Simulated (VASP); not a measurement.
# MoS2 (R-3m) in VASP: further runs

The runs below take MoS2 through single point, with PBE.

Program: VASP 6.6.1. These are calculated values, not measurements. Logs are shortened: lines on timing, memory, paths and dates and some standing lists are left out, and cuts for length are marked.

**1. The crystal as given**

It takes space group R-3m (No. 166, trigonal). The conventional cell has a = 3.171 Å, b = 3.171 Å, c = 18.345 Å, α = 90.00°, β = 90.00°, γ = 120.00°. Mo (site symmetry -3m) is surrounded by 6 S at 2.39 Å. S (site symmetry 3m) is surrounded by 3 Mo at 2.39 Å.

Measurements of this composition are mostly on another form, of space group No. 194.

**2. Single point, PBE, spin-orbit coupling, no magnetisation**

Input file INCAR:

```
PREC = Accurate
ENCUT = 600
EDIFF = 1E-7
ISMEAR = 0
SIGMA = 0.02
LREAL = F
LASPH = T
NELM = 100
ALGO = Normal
ISIF = 2
LWAVE = F
LCHARG = F
MAGMOM = 0 0 0 0 0 0 0 0 0
LORBIT = 11
LSORBIT = T
GGA_COMPAT = F
LMAXMIX = 4
GGA = PE
NBANDS = 42
```

Input file KPOINTS:

```
regular mesh
0
Gamma
  4 4 4
```

Input file POSCAR:

```
MoS2
1.0
    1.5855000000      0.9153888518      6.1149966667
   -1.5855000000      0.9153888518      6.1149966667
    0.0000000000     -1.8307777036      6.1149966667
Mo S
1 2
Direct
    0.0000000000      0.0000000000      0.0000000000
    0.2500000000      0.2500000000      0.2500000000
    0.7500000000      0.7500000000      0.7500000000
```

Potentials or basis: VASP PAW PBE potentials, release 64 (Mo_sv, S).

Started as:

```console
cat potpaw_PBE.64/Mo_sv/POTCAR potpaw_PBE.64/S/POTCAR > POTCAR
mpirun -np 1 vasp_ncl > vasp.out
```

OUTCAR:

```text
PREC = Accurate
   ENCUT = 600
   EDIFF = 1E-7
   ISMEAR = 0
   LREAL = F
   LASPH = T
   NELM = 100
   ISIF = 2
   LORBIT = 11
   LSORBIT = T
   GGA = PE

 Found     13 irreducible k-points:

 Following reciprocal coordinates:
            Coordinates               Weight
  0.000000  0.000000  0.000000      1.000000
  0.250000  0.000000  0.000000      6.000000
  0.500000  0.000000  0.000000      3.000000
  0.250000  0.250000  0.000000      6.000000
  0.500000  0.250000  0.000000     12.000000
 -0.250000  0.250000  0.000000      6.000000
   k-points           NKPTS =     13   k-points in BZ     NKDIM =     13   number of bands    NBANDS=     42
   number of dos      NEDOS =    301   number of ions     NIONS =      3
   total plane-waves  NPLWV = 157464
   dimension x,y,z NGX =    54 NGY =   54 NGZ =   54
   dimension x,y,z NGXF=   108 NGYF=  108 NGZF=  108
   ions per type =               1   2
   NGX,Y,Z   is equivalent  to a cutoff of  14.06, 14.06, 14.06 a.u.
   NGXF,Y,Z  is equivalent  to a cutoff of  28.13, 28.13, 28.13 a.u.
 SYSTEM =  unknown system
   PREC   = accura    normal or accurate (medium, high low for compatibility)
   ISTART =      0    job   : 0-new  1-cont  2-samecut
   ICHARG =      2    charge: 1-file 2-atom 10-const
   ISPIN  =      1    spin polarized calculation?
   LNONCOLLINEAR =      T non collinear calculations
   LSORBIT =      T    spin-orbit coupling
   LASPH  =      T    aspherical Exc in radial PAW
   ENCUT  =  600.0 eV  44.10 Ry    6.64 a.u.  12.75 12.75 12.75*2*pi/ulx,y,z
   NELM   =    100;   NELMIN=  2; NELMDL= -5     # of ELM steps
   EDIFF  = 0.1E-06   stopping-criterion for ELM
   LREAL  =      F    real-space projection
[... 7 lines left out ...]
   TEBEG  =    0.0;   TEEND  =   0.0 temperature during run
   PSTRESS=    0.0 pullay stress
   NELECT =      26.0000    total number of electrons
   NUPDOWN=      -1.0000    fix difference up-down
   EMIN   =  10.00;   EMAX   =-10.00  energy-range for DOS
   EFERMI =   0.00;   METHOD = LEGACY
   ISMEAR =     0;   SIGMA  =   0.02  broadening in eV -4-tet -1-fermi 0-gaus
   EFERMI_NEDOS =   21; number of points for ismear=-14 and -15
   IALGO  =     38    algorithm
   IMIX   =      4    mixing-type and parameters
     AMIX     =   0.40;   BMIX     =  1.00
     AMIX_MAG =   1.60;   BMIX_MAG =  1.00
  volume/ion in A,a.u.               =      17.75       119.78
  Fermi-wavevector in a.u.,A,eV,Ry     =   1.289118  2.436081 22.610522  1.661826
  Thomas-Fermi vector in A             =   2.421031
   LORBIT       =     11    0 simple, 1 ext, 2 COOP (PROOUT), +10 PAW based schemes
   GGA     = PE    functional components
   LHFCALC =     F    Hartree Fock is set to
   AEXX    =    0.0000 exact exchange contribution
   IVDW    =     0    specifies the selected vdW correction
   LEPSILON=     F    determine dielectric tensor
   LRPA    =     F    only Hartree local field effects (RPA)
 Gauss-broadening in eV      SIGMA  =   0.02
  energy-cutoff  :      600.00
  volume of cell :       53.25
 maximum number of plane-waves:      3600
 NGX is ok and might be reduce to    54
   NGX = 25   NGY = 25   NGZ = 25

 number of electron      26.0000000 magnetization       0.0000000     -0.0000000     -0.0000000

 number of electron      26.0000000 magnetization      -0.0000000     -0.0000000     -0.0000000

 number of electron      26.0000000 magnetization       0.0000000      0.0000000      0.0000000

 number of electron      26.0000000 magnetization       0.0000000      0.0000000     -0.0000000

 Free energy of the ion-electron system (eV)
  ---------------------------------------------------
  ext. energy  EPLUGINS =         0.00000000
  ---------------------------------------------------
  free energy    TOTEN  =       -20.91058794 eV

  energy without entropy =      -20.90755571  energy(sigma->0) =      -20.90907183

 E-fermi :   7.7196     XC(G=0): -10.8179

 val. band max:        7.7081235046   @ k =  -0.2500   0.5000   0.2500
 cond. band min:       7.7197281128   @ k =   0.5000   0.2500   0.0000
 fundamental gap:      0.0116046082
 Fermi energy:         7.7195790179

 k-point     1 :       0.0000    0.0000    0.0000
  band No.  band energies     occupation
      1     -54.0178      1.00000
      2     -54.0178      1.00000
      3     -29.6732      1.00000
      4     -29.6732      1.00000
      5     -27.2783      1.00000
      6     -27.2783      1.00000
[... 30 lines left out ...]
     37      14.5667      0.00000
     38      14.5667      0.00000

 k-point     2 :       0.2500    0.0000    0.0000
  band No.  band energies     occupation
      1     -53.9977      1.00000
      2     -53.9977      1.00000
      3     -29.7332      1.00000
      4     -29.7332      1.00000
      5     -27.3697      1.00000
      6     -27.3697      1.00000
[... 30 lines left out ...]
     37      15.7834      0.00000
     38      15.7834      0.00000

 k-point     3 :       0.5000    0.0000    0.0000
  band No.  band energies     occupation
      1     -53.9776      1.00000
      2     -53.9776      1.00000
      3     -29.7991      1.00000
      4     -29.7991      1.00000
      5     -27.5046      1.00000
      6     -27.5046      1.00000
[... 30 lines left out ...]
     37      14.7822      0.00000
     38      14.7822      0.00000

 k-point     4 :       0.2500    0.2500    0.0000
  band No.  band energies     occupation
      1     -53.9977      1.00000
      2     -53.9977      1.00000
      3     -29.7332      1.00000
      4     -29.7332      1.00000
      5     -27.3697      1.00000
      6     -27.3697      1.00000
[... 30 lines left out ...]
     37      15.1678      0.00000
     38      15.1678      0.00000

 k-point     5 :       0.5000    0.2500    0.0000
  band No.  band energies     occupation
      1     -53.9776      1.00000
      2     -53.9776      1.00000
      3     -29.7951      1.00000
      4     -29.7951      1.00000
      5     -27.4826      1.00000
      6     -27.4826      1.00000
[... 30 lines left out ...]
     37      15.6309      0.00000
     38      15.6309      0.00000

 k-point     6 :      -0.2500    0.2500    0.0000
  band No.  band energies     occupation
      1     -53.9776      1.00000
      2     -53.9776      1.00000
      3     -29.7951      1.00000
      4     -29.7951      1.00000
      5     -27.4826      1.00000
      6     -27.4826      1.00000
[... 30 lines left out ...]
     37      15.7915      0.00000
     38      15.7915      0.00000

 [... further k-points ...]

 [bands above 38 left out]

------------------------ aborting loop because EDIFF is reached ----------------------------------------

  FORCE on cell =-STRESS in cart. coord.  units (eV):
  Direction    XX          YY          ZZ          XY          YZ          ZX
  --------------------------------------------------------------------------------------
  -------------------------------------------------------------------------------------
  Total        2.8847202      2.8847202      2.8306014      0.0000000     -0.0000000      0.0000000
  in kB       86.7950473     86.7950473     85.1667288      0.0000000     -0.0000000      0.0000000
  external PRESSURE =      86.2522745 kB  Pullay stress =       0.0000000 kB

 VOLUME and BASIS-vectors are now :
 -----------------------------------------------------------------------------
  energy-cutoff  :      600.00
  volume of cell :       53.25
      direct lattice vectors                 reciprocal lattice vectors
     1.585500000  0.915388852  6.114996667     0.315357931  0.182071986  0.054510796
    -1.585500000  0.915388852  6.114996667    -0.315357931  0.182071986  0.054510796
     0.000000000 -1.830777704  6.114996667     0.000000000 -0.364143973  0.054510796

 POSITION                                       TOTAL-FORCE (eV/Angst)
 -----------------------------------------------------------------------------------
      0.00000      0.00000      0.00000         0.000000      0.000000     -0.000000
      0.00000      0.00000      4.58625         0.000000     -0.000000     -0.773795
      0.00000      0.00000     13.75874         0.000000     -0.000000      0.773795
 -----------------------------------------------------------------------------------
    total drift:                                0.000000      0.000000     -0.000000

  FREE ENERGIE OF THE ION-ELECTRON SYSTEM (eV)
  ---------------------------------------------------
  free  energy   TOTEN  =       -20.9105879448 eV

  energy  without entropy=      -20.9075557054  energy(sigma->0) =      -20.90907183

 Spin-Orbit-Coupling matrix elements

 Ion:    1  E_soc:     -0.1977408
 l=   1
     0.0000000    -0.0294947    -0.0292337
    -0.0294947     0.0000000    -0.0294947
    -0.0292337    -0.0294947     0.0000000
 l=   2
     0.0000000    -0.0005418     0.0000000    -0.0005418    -0.0038555
    -0.0005418     0.0000000    -0.0022073    -0.0002098    -0.0005418
     0.0000000    -0.0022073     0.0000000    -0.0022073     0.0000000
    -0.0005418    -0.0002098    -0.0022073     0.0000000    -0.0005418
    -0.0038555    -0.0005418     0.0000000    -0.0005418     0.0000000
 l=   3
     0.0000000     0.0000000     0.0000000     0.0000000     0.0000000     0.0000000     0.0000000
     0.0000000     0.0000000     0.0000000     0.0000000     0.0000000     0.0000000     0.0000000
     0.0000000     0.0000000     0.0000000     0.0000000     0.0000000     0.0000000     0.0000000
     0.0000000     0.0000000     0.0000000     0.0000000     0.0000000     0.0000000     0.0000000
     0.0000000     0.0000000     0.0000000     0.0000000     0.0000000     0.0000000     0.0000000
     0.0000000     0.0000000     0.0000000     0.0000000     0.0000000     0.0000000     0.0000000
     0.0000000     0.0000000     0.0000000     0.0000000     0.0000000     0.0000000     0.0000000

 Ion:    2  E_soc:     -0.0025987
 l=   1
     0.0000000    -0.0004310    -0.0004373
    -0.0004310     0.0000000    -0.0004310
    -0.0004373    -0.0004310     0.0000000
 l=   2
     0.0000000     0.0000000     0.0000000     0.0000000     0.0000000
     0.0000000     0.0000000     0.0000000     0.0000000     0.0000000
     0.0000000     0.0000000     0.0000000     0.0000000     0.0000000
     0.0000000     0.0000000     0.0000000     0.0000000     0.0000000
     0.0000000     0.0000000     0.0000000     0.0000000     0.0000000
 l=   3
     0.0000000     0.0000000     0.0000000     0.0000000     0.0000000     0.0000000     0.0000000
     0.0000000     0.0000000     0.0000000     0.0000000     0.0000000     0.0000000     0.0000000
     0.0000000     0.0000000     0.0000000     0.0000000     0.0000000     0.0000000     0.0000000
     0.0000000     0.0000000     0.0000000     0.0000000     0.0000000     0.0000000     0.0000000
     0.0000000     0.0000000     0.0000000     0.0000000     0.0000000     0.0000000     0.0000000
     0.0000000     0.0000000     0.0000000     0.0000000     0.0000000     0.0000000     0.0000000
     0.0000000     0.0000000     0.0000000     0.0000000     0.0000000     0.0000000     0.0000000

 Ion:    3  E_soc:     -0.0025987
 l=   1
     0.0000000    -0.0004310    -0.0004373
    -0.0004310     0.0000000    -0.0004310
    -0.0004373    -0.0004310     0.0000000
 l=   2
     0.0000000     0.0000000     0.0000000     0.0000000     0.0000000
     0.0000000     0.0000000     0.0000000     0.0000000     0.0000000
     0.0000000     0.0000000     0.0000000     0.0000000     0.0000000
     0.0000000     0.0000000     0.0000000     0.0000000     0.0000000
     0.0000000     0.0000000     0.0000000     0.0000000     0.0000000
 l=   3
     0.0000000     0.0000000     0.0000000     0.0000000     0.0000000     0.0000000     0.0000000
     0.0000000     0.0000000     0.0000000     0.0000000     0.0000000     0.0000000     0.0000000
     0.0000000     0.0000000     0.0000000     0.0000000     0.0000000     0.0000000     0.0000000
     0.0000000     0.0000000     0.0000000     0.0000000     0.0000000     0.0000000     0.0000000
     0.0000000     0.0000000     0.0000000     0.0000000     0.0000000     0.0000000     0.0000000
     0.0000000     0.0000000     0.0000000     0.0000000     0.0000000     0.0000000     0.0000000
     0.0000000     0.0000000     0.0000000     0.0000000     0.0000000     0.0000000     0.0000000

 total charge

# of ion       s       p       d       tot
------------------------------------------
    1        2.303   6.235   3.952  12.490
    2        1.365   2.354   0.000   3.719
    3        1.365   2.354   0.000   3.719
--------------------------------------------------
tot          5.032  10.944   3.952  19.928

 magnetization (x)

# of ion       s       p       d       tot
------------------------------------------
    1        0.000   0.000   0.000   0.000
    2       -0.000   0.000   0.000   0.000
    3       -0.000   0.000   0.000  -0.000
--------------------------------------------------
tot         -0.000   0.000   0.000   0.000

 magnetization (y)

# of ion       s       p       d       tot
------------------------------------------
    1        0.000   0.000   0.000   0.000
    2        0.000   0.000   0.000   0.000
    3        0.000   0.000   0.000   0.000
--------------------------------------------------
tot          0.000   0.000   0.000   0.000

 magnetization (z)

# of ion       s       p       d       tot
------------------------------------------
    1        0.000   0.000   0.000   0.000
    2        0.000   0.000   0.000   0.000
    3        0.000   0.000   0.000   0.000
--------------------------------------------------
tot          0.000   0.000   0.000   0.000
```

Wall time 6.3 min (1 thread of Intel Xeon Platinum 8559C (Emerald Rapids), shared host); peak memory 0.89 GiB.

The run converged, but some of its settings lie outside the range that counts as converged, so its numbers aren't taken as properties of the crystal.

Results:

- Free energy: -20.9106 eV
- Pressure: 8.6 GPa
- Largest force: 0.774 eV/Å
- Valence electrons inside the program's atomic spheres: Mo 12.49; S 3.72

Caveat: the k mesh is coarse (spacing up to 0.58 Å⁻¹), so the values aren't converged; the cell's inner coordinates are idealised or old, which leaves forces on the atoms.

**3. Single point, PBE, spin-orbit coupling, no magnetisation**

INCAR: that of step 2 with these lines changed.

```diff
@@ -1,3 +1,3 @@
 PREC = Accurate
-ENCUT = 600
+ENCUT = 300
 EDIFF = 1E-7
```

Input file KPOINTS:

```
regular mesh
0
Gamma
  6 6 6
```

POSCAR is that of step 2.

Potentials or basis: VASP PAW PBE potentials, release 64 (Mo_sv, S).

Started as:

```console
cat potpaw_PBE.64/Mo_sv/POTCAR potpaw_PBE.64/S/POTCAR > POTCAR
mpirun -np 1 vasp_ncl > vasp.out
```

Wall time 2.3 min (1 thread of Intel Xeon Platinum 8559C (Emerald Rapids), shared host); peak memory 0.4 GiB.

These settings aren't checked as converged: the numbers below hold their error.

What came out:

| Quantity | Value |
| --- | --- |
| Free energy | -21.0610 eV |
| Pressure | 7.5 GPa |
| Largest force | 0.934 eV/Å |
| Valence electrons inside the program's atomic spheres | Mo 12.48; S 3.72 |

Caveat: the k mesh is coarse (spacing up to 0.39 Å⁻¹), so the values aren't converged; the cutoff is under 1.25 times the usual one of these potentials, so pressure, stress and relaxed cells hold a basis-set (Pulay) error; the cell's inner coordinates are idealised or old, which leaves forces on the atoms.
